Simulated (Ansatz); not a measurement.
The system is TiCo.

```
Co Ti
1.0
     2.98611    0.00000    0.00000
     0.00000    2.98611    0.00000
     0.00000    0.00000    2.98611
Co Ti
1 1
Cartesian
  1.4931 1.4931 1.4931
  0.0000 0.0000 0.0000
```

The cell comes from a database or a generator and needn't be the stable form of this composition.

Program: Ansatz 0.2.0. Alike in all runs: task band structure; spin collinear, ferromagnetic start; cell as given; k mesh 9 × 9 × 9; smearing fermi-dirac 0.05 eV.

Question: Order these runs on this cell by their pressure, lowest first.
A. level PBE; potentials or basis all-electron LAPW, scalar-relativistic; cutoff (eV) 279; basis error allowed 0.001 eV/atom
B. level PBEsol; potentials or basis all-electron LAPW, non-relativistic; cutoff (eV) 279; basis error allowed 0.001 eV/atom
C. level LDA; potentials or basis all-electron LAPW, scalar-relativistic; cutoff (eV) 278; basis error allowed 0.001 eV/atom
D. level PBEsol; potentials or basis all-electron PAW datasets made for the crystal; cutoff (eV) 280

Answer: C (-14.7 GPa), D (-8.1 GPa), B (-6.5 GPa), A (-0.5 GPa).

Not every run made on this cell is shown here.
